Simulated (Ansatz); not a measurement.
**F-43m: 4 crystals compared**

All 4 crystals share space group F-43m (No. 216) and the same kinds of sites, 2 atoms in the primitive cell. They are database entries and needn't be the stable phases. The set is a selection: crystals with gaps under 0.25 eV or edges off the refined points were left out. Cells are relaxed by PAW under the functional.

Quantity: Kohn-Sham band edges (the gap between refined extrema, the direct gap on the fine mesh). Level: LDA, all-electron LAPW in Ansatz 0.2.0, scalar-relativistic.

```
crystal  cell (conventional)  fine k mesh  smearing (eV)
    AgI          a = 6.348 Å     10×10×10           none
    GaN          a = 4.455 Å     16×16×16           none
     BP          a = 4.491 Å     16×16×16           none
    AlP          a = 5.434 Å     12×12×12           none
```

Question: Rank them by least direct gap, lowest first.
A. AgI
B. GaN
C. BP
D. AlP

Answer: A (1.05 eV), B (1.96 eV), D (3.22 eV), C (3.43 eV).

All values:

```tsv
crystal	gap (eV)	least direct gap (eV)	electron conductivity mass (mₑ)	ε∞ without local fields (PAW)
AgI	1.05	1.05	0.133	6.46
GaN	1.96	1.96	0.177	5.99
BP	1.15	3.43	0.308	9.62
AlP	1.42	3.22	0.313	9.10
```

Known limits: no spin-orbit coupling on heavy atoms (AgI, GaN); semilocal gaps are low, and light masses and ε∞ follow the gap; this zinc-blende form is metastable at ambient conditions (GaN).
